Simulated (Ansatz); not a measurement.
Crystal: Rh, bcc type, 1 atom in the cell.

All numbers below come from Ansatz, PBE, plane waves, PAW datasets (generated soft set 1).

Cutoff 420 eV; k-mesh 17×17×17 Γ-centred; Fermi–Dirac smearing of 0.0612 eV; no spin polarisation.

Task: What equilibrium volume, lattice constant and bulk modulus does this give?

Result: V₀ = 14.474 Å³/atom (a₀ = 3.070 Å), B₀ = 233 GPa, B₀′ = 5.16. The points behind the fit:

| V (Å³/atom) | a (Å) | E − E(min) (meV/atom) | P (GPa) |
| --- | --- | --- | --- |
| 13.610 | 3.0081 | 42.47 | 16.78 |
| 13.900 | 3.0293 | 17.98 | 10.46 |
| 14.189 | 3.0502 | 4.22 | 4.87 |
| 14.479 | 3.0708 | 0.00 | -0.08 |
| 14.768 | 3.0912 | 4.18 | -4.46 |
| 15.058 | 3.1112 | 15.81 | -8.32 |
| 15.347 | 3.1310 | 33.99 | -11.73 |

The published all-electron PBE values for this crystal (mean of FLEUR and WIEN2k, k-spacing 0.06 Å⁻¹; Bosoni et al., Nat. Rev. Phys. 6, 45 (2024)) are V₀ = 14.474 Å³/atom, B₀ = 233.1 GPa, B₀′ = 5.16. This run's mesh is coarser (spacing 0.17 Å⁻¹), so part of any difference comes from k-sampling.

The stress includes the program's correction for the finite plane-wave basis.

This cubic structure is a model: it isn't the usual form of the substance at ambient conditions, and such phases are metastable or hypothetical. The k-mesh is modest, so these values aren't fully converged in k. Spin polarisation is left out, and a magnetic state may lie lower.
